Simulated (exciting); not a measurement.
Wanted: the native input for an exciting (release sodium) run.

* Task: density of states
* Functional: BLYP
* Potentials or basis: all-electron LAPW+lo, shipped species files, valence relativity iora*
* rgkmax: 6.5
* k mesh: 5 × 5 × 5
* Occupations: fermi-dirac, width 0.136 eV
* Spin: no spin polarisation
* outputlevel: low
* DOS window about the Fermi level (Ha): [-0.8, 0.6] Ha
* gmaxvr (cutoff of density and potential): 14 1/bohr
* lmaxapw (and lmaxmat): 10
* lmaxvr: 8
* nempty: 14
* Valence relativity: iora*
* epsengy: 1e-05 Ha
* epspot: 1e-05 Ha
* maxscl: 60
* Muffin-tin radii: W 2.23, C 1.41 bohr

WC:

```
W C
1.0
    -0.03104    2.29975    2.36014
     2.29483    0.03246    2.29664
     2.31715    2.25856    0.01014
W C
1 1
Direct
  0.00000 0.00000 0.00000
  0.75000 0.75000 0.75000
```

The cell was built by a generator and needn't be a form met in nature.

The cell isn't the ideal one: cell strained at random at fixed volume.

The input as run:

input.xml

```xml
<input>
  <title>WC</title>
  <structure speciespath="./" tshift="false">
    <crystal scale="6.2275099194">
      <basevect>-0.009418725934 0.697853277269 0.716178812173</basevect>
      <basevect>0.696361829801 0.009849622252 0.696910463986</basevect>
      <basevect>0.703133577858 0.685356677139 0.003077874195</basevect>
    </crystal>
    <species speciesfile="W.xml" rmt="2.23">
      <atom coord="0.000000000000 0.000000000000 0.000000000000"/>
    </species>
    <species speciesfile="C.xml" rmt="1.41">
      <atom coord="0.750000000000 0.750000000000 0.750000000000"/>
    </species>
  </structure>
  <groundstate do="fromscratch" ngridk="5 5 5" rgkmax="6.5" gmaxvr="14" lmaxapw="10" lmaxmat="10" lmaxvr="8" stype="Fermi Dirac" swidth="0.00499791" nempty="14" ValenceRelativity="iora*" epsengy="1e-05" epspot="1e-05" maxscl="60" outputlevel="low">
    <libxc exchange="XC_GGA_X_B88" correlation="XC_GGA_C_LYP"/>
  </groundstate>
  <properties>
    <dos nwdos="300" winddos="-0.8 0.6" inttype="tetra" ngrdos="100" nsmdos="0" lmirep="true"/>
    <chargedensityplot>
      <plot3d>
        <box grid="17 17 17">
          <origin coord="0 0 0"/>
          <point coord="1 0 0"/>
          <point coord="0 1 0"/>
          <point coord="0 0 1"/>
        </box>
      </plot3d>
    </chargedensityplot>
    <elfplot>
      <plot3d>
        <box grid="17 17 17">
          <origin coord="0 0 0"/>
          <point coord="1 0 0"/>
          <point coord="0 1 0"/>
          <point coord="0 0 1"/>
        </box>
      </plot3d>
    </elfplot>
    <exccplot>
      <plot3d>
        <box grid="17 17 17">
          <origin coord="0 0 0"/>
          <point coord="1 0 0"/>
          <point coord="0 1 0"/>
          <point coord="0 0 1"/>
        </box>
      </plot3d>
    </exccplot>
  </properties>
</input>
```

Potentials or basis: all-electron LAPW+lo, shipped species files, valence relativity iora*.

Launch:

```bash
$ OMP_NUM_THREADS=1 exciting_smp
```

Results of the run:

| Property | Result |
| --- | --- |
| Band gap on the k mesh | none (metal or under the smearing width) |
| Density of states at the Fermi level | 0.96 states/eV per cell |

Caveat: the k mesh is coarse (spacing up to 0.48 Å⁻¹), so the values aren't converged; the log's total energy holds no entropy term; the free energy is that total less TS from the occupations.

Wall time 6.2 min on 1 thread of Arm Neoverse V1, with other jobs on the host, peak memory 0.13 GiB.
